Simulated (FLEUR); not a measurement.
The system is KTaO3.

```
Ta K O
1.0
     3.98830    0.00000    0.00000
     0.00000    3.98830    0.00000
     0.00000    0.00000    3.98830
Ta K O
1 1 3
Cartesian
  0.0000 0.0000 0.0000
  1.9942 1.9942 1.9942
  0.0000 0.0000 1.9942
  0.0000 1.9942 0.0000
  1.9942 0.0000 0.0000
```

Base run:

| Property | Result |
| --- | --- |
| Program | FLEUR MaX-R8.1 (later development tree) |
| Functional | Wu-Cohen GGA |
| Potentials or basis | all-electron |
| Basis | FLAPW |
| Kmax | 5.41 1/bohr |
| k mesh | 5 × 5 × 5 |
| Occupations | fermi-dirac, width 0.05 eV |
| Spin | spin-orbit coupling, no magnetisation |

Its results: band gap on the k mesh 2.09 eV, indirect (least direct gap 2.52 eV).

Problem. The run is repeated on the same cell with these changes: k mesh from 5 × 5 × 5 to 7 × 7 × 7; spin from spin-orbit coupling, no magnetisation to no spin polarisation. What comes out?

Solution. Band gap on the k mesh 2.21 eV, indirect (least direct gap 2.76 eV).

Several settings changed at once, so the effect can't be laid on one alone.

Caveats: spin-orbit coupling is added in second variation on a limited number of bands (some runs); the mesh misses the band edges, which the band path finds closer together (some runs); spin-orbit coupling is left out, which moves the levels of the heavy elements (some runs).
